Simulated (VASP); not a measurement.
V, 1 atom in the cell. The structure is cubic, space group Im-3m (No. 229). Conventional cell: a = 2.959 Å, b = 2.959 Å, c = 2.959 Å, α = 90.00°, β = 90.00°, γ = 90.00°. V (site symmetry m-3m) is surrounded by 8 V at 2.56 Å. 

| Property | Result |
| --- | --- |
| Program | VASP 6.6.1 |
| Task | single point |
| Functional | PBEsol |
| Potentials or basis | VASP PAW PBE potentials, release 64 (V_sv) |
| Cutoff | 520 eV |
| k mesh | 20 × 20 × 20 |
| Occupations | gaussian, width 0.5 eV |
| Spin | no spin polarisation |
| Further INCAR settings | ALGO = Normal; EDIFF = 1e-06; NBANDS = 12 |

Potentials or basis: VASP PAW PBE potentials, release 64 (V_sv).

Launch:

```console
$ cat potpaw_PBE.64/V_sv/POTCAR > POTCAR
$ mpirun -np 1 vasp_std > vasp.out
```

Hardware: 1 thread of Intel(R) Xeon(R) Platinum 8488C (Sapphire Rapids), with other jobs on the host.

Problem. How long does it take, and how much memory?

Solution. It took 18 s on 1 thread of Intel(R) Xeon(R) Platinum 8488C (Sapphire Rapids), with other jobs on the host, peak memory 0.15 GiB. Counts: scf iterations 11, k points 256.
